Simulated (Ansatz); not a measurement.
Run this with the Python package of Ansatz (0.2.0) and show what comes out.

The script, `cu2o_kconv.py`:
```python
'''k-point test for Cu2O.'''

import logging
import sys

import ansatz

logging.basicConfig(stream=sys.stdout, format='%(levelname)s:%(name)s:%(message)s')
log = logging.getLogger('ansatz_job')
log.setLevel(logging.INFO)

xtal = (
    ansatz.Lattice.from_parameters(4.26, 4.26, 4.26, alpha=90.0, beta=90.0, gamma=90.0)
    .atom('Cu', [0.25, 0.25, 0.25])
    .atom('Cu', [0.25, 0.75, 0.75])
    .atom('Cu', [0.75, 0.75, 0.25])
    .atom('Cu', [0.75, 0.25, 0.75])
    .atom('O', [0.0, 0.0, 0.0])
    .atom('O', [0.5, 0.5, 0.5])
)

setup = xtal.calculation().functional(ansatz.Functional.PBESOL).basis(420).occupations('fixed').band_table()

rows = []
for value in [1.0, 0.6, 0.4, 0.3]:
    rep = setup.kpoints(spacing=value).run().report
    rows.append((value, rep['free_energy_ev'] / len(rep['lattice']['sites']), rep['n_iterations'], rep['gap_by_band_count_ev'], rep['n_kpoints']))

log.info('spacing (1/A)   F/atom (eV)    iterations  gap by band count (eV)      k-points')
for row in rows:
    log.info(f'{str(row[0]):>12s}  {row[1]:12.5f}  {row[2]:12d}  {row[3]:22.3f}  {row[4]:12d}')

# the last row is the reference
for row in rows[:-1]:
    shift = 1000 * (row[1] - rows[-1][1])
    log.info(f'{row[0]}: {shift:+.2f} meV/atom' + ('  (within 1 meV)' if abs(shift) < 1 else ''))
```

```console
$ python cu2o_kconv.py
INFO:ansatz_job:spacing (1/A)   F/atom (eV)    iterations  gap by band count (eV)      k-points
INFO:ansatz_job:         1.0   -4578.91906             8                   0.500             4
INFO:ansatz_job:         0.6   -4578.98107             8                   0.498             4
INFO:ansatz_job:         0.4   -4578.98522             8                   0.498            10
INFO:ansatz_job:         0.3   -4578.98684             8                   0.498            10
INFO:ansatz_job:1.0: +67.78 meV/atom
INFO:ansatz_job:0.6: +5.77 meV/atom
INFO:ansatz_job:0.4: +1.62 meV/atom
```

Spin is left out of this run. Along an axis with an odd division the mesh misses the point at one half; a gap read on a finite mesh is an upper bound on this functional's gap. Semilocal gaps usually lie well under measured ones. Of the deposited cell: the entry's cell lengths or inner coordinates differ somewhat from later room-temperature determinations. Without a Hubbard U or exact exchange, semilocal functionals often make such 3d compounds metallic or too weakly gapped. The structure is a deposited one; some such entries were measured under pressure or heat, so a shift against it needn't be the functional's error alone. Levels are Kohn-Sham eigenvalues on this mesh. Shifts are counted from the finest mesh, which is itself no proven limit. Hardware and time: 7.9 s on 1 thread of Intel(R) Xeon(R) Processor @ 2.30GHz, on a shared host, peak memory 0.51 GiB.
